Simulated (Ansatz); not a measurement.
# Ba: how the settings move a single-point run

How sensitive is a single-point run of Ba to its settings? A reference run comes first, then one run with altered input.

Program: Ansatz 0.2.0. Level of theory: reference: DFT, PBE, all-electron LAPW, scalar-relativistic. These are calculated values, not measurements.

## (1) The structure to begin with

Symmetry: I4/mmm, No. 139, tetragonal system. The conventional cell has a = 5.051 Å, b = 5.051 Å, c = 4.900 Å, α = 90.00°, β = 90.00°, γ = 90.00°. Ba (site symmetry 4/mmm) is surrounded by 8 Ba at 4.33 Å.

Coordinates:

```xyz
1
Lattice="-2.5254 2.5254 2.4500 2.5254 -2.5254 2.4500 2.5254 2.5254 -2.4500" Properties=species:S:1:pos:R:3 pbc="T T T"
Ba    0.0000    0.0000    0.0000
```

## (2) Baseline

Contents of input.yaml:

```yaml
crystal:
  lattice:
    - [-2.5253813615, 2.5253813615, 2.45]
    - [2.5253813615, -2.5253813615, 2.45]
    - [2.5253813615, 2.5253813615, -2.45]
  atoms:
    - { symbol: Ba, position: [0.0, 0.0, 0.0] }
kpoints:
  mp_grid: { grid: [10, 10, 10] }
scf:
  occupations: { method: fermi_dirac, width: 0.05 }
hamiltonian:
  xc: pbe
  pseudopotentials: { kind: all_electron, lapw: { basis_error: 0.0005 } }
output:
  forces: true
  stress: true
  eigenvalues: true
```

Run with:

```bash
$ ansatz run input.yaml --threads 1 --pin off --max-ram 2048MiB --backend cpu --events-out ev --progress --plain --runs-dir out
```

## (3) Changed: xc lda

input.yaml, as its differences from that of step 2:

```diff
@@ -12,3 +12,3 @@
 hamiltonian:
-  xc: pbe
+  xc: lda
   pseudopotentials: { kind: all_electron, lapw: { basis_error: 0.0005 } }
```

Q: Predict the outcome of this session. Wanted: for each run, ending; energy change; pressure; gap; force.

**Answer**, as computed:

```csv
run,ending,energy change,pressure (GPa),gap (eV),force (eV/Å),cycles,time
reference,converged,-,0.1,0.00,0.00,7,2.4 s
1: xc lda,converged,not comparable,-1.2,0.00,0.00,7,2.4 s
```

Residual by cycle in the longest SCF loop of each run; runs are numbered as in the table. The quantity is the density residual dr2, in eV.

```csv
cycle,reference,run 1
1,0.0039,0.00302
2,0.00242,0.00178
3,5.3e-4,3.9e-4
4,7.8e-5,7.8e-5
5,9.3e-6,6.1e-6
6,2.2e-6,1.4e-6
7,4.8e-8,3.5e-8
```

**Reading.** After a change of functional the difference of the totals has no physical meaning; the pressure goes from 0.1 to -1.2 GPa. At this fixed cell a lower pressure means that this functional prefers a smaller volume than the reference.
